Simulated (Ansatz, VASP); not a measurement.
# CdTe in VASP and in Ansatz

```
Te Cd
1.0
     0.00000    3.18349    3.18349
     3.18349    0.00000    3.18349
     3.18349    3.18349    0.00000
Te Cd
1 1
Direct
  0.75000 0.75000 0.75000
  0.00000 0.00000 0.00000
```

Change from the starting cell: volume scaled by 0.98.

Alike in both runs: task single point; functional PBEsol; k mesh 7 × 7 × 7; occupations fermi-dirac, width 0.05 eV; no spin polarisation.

|  | VASP | Ansatz |
| --- | --- | --- |
| version | VASP 6.6.1 | Ansatz 0.2.0 |
| potentials or method | VASP PAW PBE potentials, release 64 (Te, Cd), cutoff 520 eV | all-electron LAPW, scalar-relativistic |

VASP gave:

```
gap on the k mesh at the Fermi level (eV) : 0.82
least direct gap on the mesh (eV)         : 0.82
pressure (GPa)                            : 2.9
```

**Question.** Estimate Ansatz's values.

**Answer.** gap on the k mesh at the Fermi level (eV): 0.82; least direct gap on the mesh (eV): 0.82; pressure (GPa): 2.7.

Ansatz ran all-electron here, so the differences hold the error of VASP's frozen core and of both bases.

Caveats: spin-orbit coupling is left out, which moves the levels of the heavy elements; the PAW data sets were made with another functional, which shifts forces and pressure a little (VASP).
